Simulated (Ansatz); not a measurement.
# PbS: the cost of one run

Method: DFT LDA, scalar-relativistic, plane waves, PAW, in Ansatz 0.2.0.

## (1) The starting structure

It takes space group Pm-3m (No. 221, cubic). Conventional cell: a = 3.654 Å, b = 3.654 Å, c = 3.654 Å, α = 90.00°, β = 90.00°, γ = 90.00°. Around Pb (site symmetry m-3m) lie 8 S at 3.16 Å. S (site symmetry m-3m) is surrounded by 8 Pb at 3.16 Å.

Structure file:

```xyz
2
Lattice="3.6537 0.0000 0.0000 0.0000 3.6537 0.0000 0.0000 0.0000 3.6537" Properties=species:S:1:pos:R:3 pbc="T T T"
Pb    0.0000    0.0000    0.0000
S     1.8268    1.8268    1.8268
```

The structure comes from the Materials Project (structure only).

## (2) Quick check of gap, pressure and forces

input.yaml

```yaml
crystal:
  lattice:
    - [3.653659, 0.0, 0.0]
    - [0.0, 3.653659, 0.0]
    - [0.0, 0.0, 3.653659]
  atoms:
    - { symbol: Pb, position: [0.0, 0.0, 0.0] }
    - { symbol: S, position: [0.5, 0.5, 0.5] }
basis:
  ecutwfc: 420
kpoints:
  mp_grid: { grid: [6, 6, 6] }
hamiltonian:
  xc: lda
scf:
  occupations: { method: gaussian, width: 0.1 }
output:
  forces: true
  stress: true
  eigenvalues: true
```

The run is started by

```
$ ansatz run input.yaml --threads 1 --pin off --max-ram 1228MiB --backend cpu --events-out ev --progress --plain --runs-dir out
```

Q: Estimate wall time and peak memory on 1 thread of an x86-64 CPU, shared host.

About 1.5 s, with a peak of 0.34 GiB.
